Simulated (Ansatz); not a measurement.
The reference is GeO$_{2}$ (space group P3_121, No. 152; a = 5.0925 Å, c = 5.7686 Å).

Calculations: PBE (Ansatz, an electronic-structure program, PAW, no spin-orbit coupling), earlier PAW set.

For the base:

```
Quantity                                 Value
-----------------------------  ---------------
c/a ratio                                1.133
Gap character                  indirect, K → Γ
Width of the top valence band          0.24 eV
Shortest interatomic distance          1.768 Å
```

The change: a hydrostatic pressure of 45 GPa.

### Question
Predict the new c/a ratio.

### Answer
The c/a ratio grows by 0.074 (1.133 → 1.207).

### Question
What does the calculation give for the valence-band top at Γ after the change?

### Answer
The valence-band top at Γ (three highest levels, from the VBM) comes out as 0.00, -0.29, -0.29 eV.

### Question
What happens to the gap character?

### Answer
The gap character becomes direct at Γ (base: indirect, K → Γ).

### Question
What happens to the width of the top valence band?

### Answer
The width of the top valence band grows by 0.355 eV (0.24 eV → 0.59 eV).

### Question
Predict the new shortest interatomic distance.

### Answer
The shortest interatomic distance decreases by 0.040 Å (1.768 Å → 1.728 Å).

Load acts through the strain it causes; cell and atoms are relaxed under it. Whether these cells are dynamically stable was not tested. Competing high-pressure phases were not computed.
